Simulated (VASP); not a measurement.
# PtSe2: single point with PBEsol+U

The system is PtSe2.

```
Pt Se
1.0
     3.72400    0.00000    0.00000
    -1.86200    3.22508    5.06200
     0.00000    0.00000   10.12400
Pt Se
2 4
Direct
  0.00000 0.00000 0.00000
  0.00000 0.00000 0.50000
  0.33333 0.66667 0.79167
  0.66667 0.33333 0.20833
  0.33333 0.66667 0.29167
  0.66667 0.33333 0.70833
```

| Property | Result |
| --- | --- |
| Program | VASP 6.6.1 |
| Task | single point |
| Functional | PBEsol |
| Potentials or basis | VASP PAW PBE potentials, release 64 (Pt, Se) |
| Cutoff | 520 eV |
| k mesh | 7 × 7 × 4 |
| Occupations | gaussian, width 0.05 eV |
| Spin | collinear spin, ferromagnetic start |
| Starting moments | [0.5, 0.5, 0.0, 0.0, 0.0, 0.0] μB |
| Hubbard terms | Pt d U = 2 eV |
| Further INCAR settings | ALGO = Fast; EDIFF = 1e-06; NBANDS = 35 |

```yaml
Pressure: 1.0 GPa
Largest_force: 0.234 eV/Å
Band_gap_on_the_k_mesh: none (metal or under the smearing width)
Net_moment: 0.00 μB per cell
Valence_electrons_inside_the_program's_atomic_spheres: Pt 9.57; Se 3.78
```

Forces on the atoms (eV/Å):
```
Pt   0.000  0.000  0.000
Pt   0.000  0.000  0.000
Se   0.000 -0.001  0.234
Se   0.000  0.001 -0.234
Se   0.000 -0.001  0.234
Se   0.000  0.001 -0.234
```

Stress tensor (GPa, compression positive):
```
 1.37  0.00  0.00
 0.00  1.30 -0.02
 0.00 -0.02  0.37
```

Levels at points of the mesh, in eV from the Fermi level:
Spin up:
```tsv
k point	band 19	band 20	band 21	band 22	band 23	band 24	band 25	band 26
(0.00, 0.00, 0.00)	-1.32	-0.99	-0.99	0.46	0.97	1.44	1.44	1.49
(0.00, 0.00, 0.50)	-2.11	-2.11	-1.90	-1.90	1.60	1.60	1.95	1.95
```
Spin down:
```
           k point  band 20  band 21  band 22  band 23  band 24  band 25
(0.00, 0.00, 0.00)    -0.99    -0.99     0.46     0.97     1.44     1.44
(0.00, 0.00, 0.50)    -2.11    -1.90    -1.90     1.60     1.60     1.95
```

Eigenvalues of the final occupation matrices:
| site | spin | trace | eigenvalues |
| --- | --- | --- | --- |
| site 1 d | 1 | 4.12 | 0.70 0.70 0.90 0.91 0.91 |
| site 1 d | 2 | 4.12 | 0.70 0.70 0.90 0.91 0.91 |
| site 2 d | 1 | 4.12 | 0.70 0.70 0.90 0.91 0.91 |
| site 2 d | 2 | 4.12 | 0.70 0.70 0.90 0.91 0.91 |

It took 23 min on 1 thread of Intel(R) Xeon(R) Platinum 8488C (Sapphire Rapids), with other jobs on the host, peak memory 0.63 GiB.

Caveat: the PAW data sets were made with another functional, which shifts forces and pressure a little. The state reached can hang on the start; a lower one may exist.
